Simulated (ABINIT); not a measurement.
# AlN in ABINIT: the effect of functional

The system is AlN.

```xyz
4
Lattice="3.1130 0.0000 0.0000 -1.5565 2.6959 0.0000 0.0000 0.0000 4.9810" Properties=species:S:1:pos:R:3 pbc="T T T"
Al    1.5565    0.8986    2.4905
Al    0.0000    1.7973    0.0000
N     1.5565    0.8986    4.3833
N     0.0000    1.7973    1.8928
```

Alike in all runs:

| Property | Result |
| --- | --- |
| Program | ABINIT 10.8.3 (patched build) |
| Task | band structure |
| Potentials or basis | JTH PAW PBE v2.0 |
| Cutoff | 844 eV |
| k mesh | 10 × 10 × 6 |
| Occupations | fermi-dirac, width 0.05 eV |
| Spin | no spin polarisation |

| functional | gap on the mesh (eV) | pressure (GPa) | largest force (eV/Å) |
| --- | --- | --- | --- |
| PBE | ? | ? | ? |
| LDA | 4.21 | -2.7 | 0.12 |
| PBEsol | 4.12 | 1.3 | 0.13 |
| RPBE | 4.25 | 7.3 | 0.14 |
| BLYP | 4.51 | 6.4 | 0.11 |
| AM05 | 4.18 | 1.5 | 0.14 |
| r2SCAN | 4.81 | 2.3 | 0.15 |
| SCAN | 4.85 | 1.6 | 0.24 |
| revPBE | 4.23 | 6.5 | 0.14 |
| PW91 | 4.23 | 3.4 | 0.13 |
| WC | 4.12 | 1.0 | 0.13 |

Question: What does the run with functional PBE give?

Answer: gap on the mesh 4.20 eV; pressure 4.1 GPa; largest force 0.13 eV/Å.

Caveats: the PAW data sets were made with another functional, which shifts forces and pressure a little (some runs).

